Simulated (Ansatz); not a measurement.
Input and output of a one-shot G0W0 calculation on a 4-atom cell of CdS started from a crystallographic database (the plane-wave code Ansatz, G0W0@PBE with 303 empty bands, a screening cutoff of 120 eV and a 6×6×2 mesh). Cell and atoms come from a relaxation with r2SCAN.

```yaml
crystal:
  lattice:
    - [4.1646212874, 0.0, 0.0]
    - [-2.0823106437, 3.606667832, 0.0]
    - [0.0, 0.0, 6.7659752894]
  atoms:
    - { symbol: Cd, position: [0.3333333333, 0.6666666667, -0.0009650946] }
    - { symbol: Cd, position: [0.6666666667, 0.3333333333, 0.4990349054] }
    - { symbol: S, position: [0.3333333333, 0.6666666667, 0.3759650946] }
    - { symbol: S, position: [0.6666666667, 0.3333333333, 0.8759650946] }
kpoints:
  mp_grid: { grid: [6, 6, 2] }
hamiltonian:
  xc: pbe
scf:
  occupations: { method: fixed }
gw:
  n_empty_bands: 303
  ecut_chi: 120
  qp_bands: [v2, c2]
  qp_kpoints: band_edges
  screening: { model: contour_deformation }
```

The output follows, shortened, with numbered blanks.
```
Pseudopotential: Cd, paw, valence charge 20, recommended cutoff 420 eV (normal)
Pseudopotential: S, paw, valence charge 6, recommended cutoff 420 eV (normal)
Functional definition: PBE
Crystal: 4 atoms, lattice volume = 101.628 Å³
Basis set: ecut = 420 eV, 1985 PW (Γ)
Bands: 32, of which v1, the nominal top of the filled ones, is band 26 counted from 1 (25 counted from 0)
Symmetry: 12 space group operations
Space group: P63mc (ITA 186)
k-points: 14 of 72
preconditioner: auto → Resta (q_TF=auto, 2.440 Å⁻¹)  ε∞=4.6  [insulator: Δε(μ)=1.165 eV  ℏωp=22.1 eV]
SCF converged after 6 iterations
Free energy (F): -18315.648639 eV
Fermi energy:    6.573762 eV
--- Per-component energies (eV) ---
  E_band       = -1027.334616
  E_kinetic    = 1222.915426
  E_local      = -8105.382016
  E_nonlocal   = 124.373481
  E_hartree    = 3719.648579
  E_xc         = -547.395515
  E_vxc        = -617.685940
  E_paw        = -9367.715858
  E_vpaw       = -1090.860452
  E_ewald      = -5362.092768
--- G₀W₀: contour deformation, 7 samples at zero and on the imaginary axis and 1 off it, 72 q-points, 303 empty bands' worth ---
    ik  band        ε_KS         Σx   Σc(E_QP)       V_xc       Z   E_QP_lin       E_QP  E_QP is
     0    25      6.5738   -20.6691     2.1510   -17.9174  0.7407     5.9575     5.9731  root
     0    26      6.5738   -20.6691     2.1510   -17.9174  0.7407     5.9575     5.9731  root
     0    27      7.7465    -8.7067    -3.5533   -12.4062  0.7825     7.8932     7.8927  root
     0    28      9.3346  [1]
     1    25      6.1980   -20.1695     2.2849   -17.2386  0.7381     5.5326     5.5520  root
     1    26      6.1980   -20.1695     2.2849   -17.2386  0.7381     5.5326     5.5520  root
     1    27      9.3841  [2]
     1    28      9.3841    -8.7617    -3.8469   -12.8764  0.7730     9.6542     9.6519  root
     2    25      6.3451   -20.2872     2.3041   -17.3399  0.7375     5.6826     5.7019  root
     2    26      6.3917   -20.4256     2.2197   -17.5833  0.7391     5.7515     5.7690  root
     2    27      8.8806  [3]
     2    28     10.1841    -8.6696    -4.0870   -13.1163  0.7681    10.5485    10.5438  root
     3    25      5.9472   -19.8146     2.3515   -16.7942  0.7359     5.2566     5.2784  root
     3    26      5.9472   -19.8146     2.3515   -16.7942  0.7359     5.2566     5.2784  root
     3    27     10.1166    -9.0484    -4.0412   -13.4158  0.7635    10.4465    10.4428  root
     3    28     10.1166    -9.0484    -4.0412   -13.4158  0.7635    10.4465    10.4428  root
     4    25      5.7935   -19.4528     2.4033   -16.3581  0.7344     5.0776     5.1021  root
     4    26      6.0259  [4]
     4    27      9.9628  [5]
     4    28     10.5633    -7.8618    -4.0511   -12.2326  0.7740    10.8866    10.8830  root
     5    25      5.4911   -19.1791     2.4805   -15.9930  0.7312     4.7589     4.7855  root
     5    26      5.4911   -19.1791     2.4805   -15.9930  0.7312     4.7589     4.7855  root
     5    27     10.2687    -7.8724    -4.0037   -12.1489  0.7733    10.5439    10.5413  root
     5    28     10.2687    -7.8724    -4.0037   -12.1489  0.7733    10.5439    10.5413  root
     6    25      5.3402   -18.8867     2.5127   -15.6433  0.7311     4.5797     4.6094  root
     6    26      5.8470   -19.6392     2.3995   -16.5624  0.7339     5.1469     5.1698  root
     6    27     10.2515  [6]
     6    28     10.4552    -7.7336    -3.9401   -11.9507  0.7778    10.7348    10.7322  root
     7    25      5.3029   -19.0048     2.5473   -15.7407  0.7284     4.5582     4.5861  root
     7    26      5.3029   -19.0048     2.5473   -15.7407  0.7284     4.5582     4.5861  root
     7    27     10.0544    -7.6329    -3.9111   -11.7828  0.7784    10.2951    10.2932  root
     7    28     10.0544    -7.6329    -3.9111   -11.7828  0.7784    10.2951    10.2932  root
    11    25      5.4334   -19.0200     2.5088   -15.8015  0.7296     4.6969     4.7238  root
    11    26      5.4334   -19.0200     2.5088   -15.8015  0.7296     4.6969     4.7238  root
    11    27     10.6131    -8.1442    -4.1078   -12.5713  0.7693    10.9361    10.9324  root
    11    28     10.6131    -8.1442    -4.1078   -12.5713  0.7693    10.9361    10.9324  root
  […]
```

The points are ik 0 = (0, 0, 0) (Γ), ik 1 = (0, 0, -1/2) (A), ik 2 = (0, 1/6, 0), ik 3 = (0, 1/6, -1/2), ik 4 = (0, 1/3, 0), ik 5 = (0, 1/3, -1/2), ik 6 = (0, -1/2, 0) (M), ik 7 = (0, -1/2, -1/2) (L), ik 11 = (1/6, 1/3, -1/2), ik 13 = (1/3, 1/3, -1/2) (H); band 26 is the last filled one.

Question: Give the withheld lines. They hold quasiparticle rows.

Answer:
```
[1]
     0    28      9.3346    -8.1717    -3.9304   -12.3929  0.7793     9.6282     9.6254  root
[2]
     1    27      9.3841    -8.7617    -3.8469   -12.8764  0.7730     9.6542     9.6519  root
[3]
     2    27      8.8806    -9.7654    -3.5068   -13.4723  0.7693     9.0818     9.0806  root
[4]
     4    26      6.0259   -19.9126     2.3465   -16.9049  0.7357     5.3437     5.3648  root
[5]
     4    27      9.9628    -8.8798    -4.0308   -13.2322  0.7648    10.2878    10.2844  root
[6]
     6    27     10.2515    -8.5564    -4.1303   -13.0448  0.7669    10.6143    10.6096  root
```
The trailing digits, and the zero of the energies, depend on the potentials and thresholds.

Run as `ansatz run input.yaml --threads 2 --pin off --max-ram 2211MiB --backend cpu --events-out ev --progress --plain --runs-dir out`.

No spin polarisation and no zero-point or thermal motion.

The runs are scalar-relativistic, without spin-orbit coupling.

With a shallow d shell on the cation, G0W0 converges slowly in bands and cutoff, so these values are in doubt.
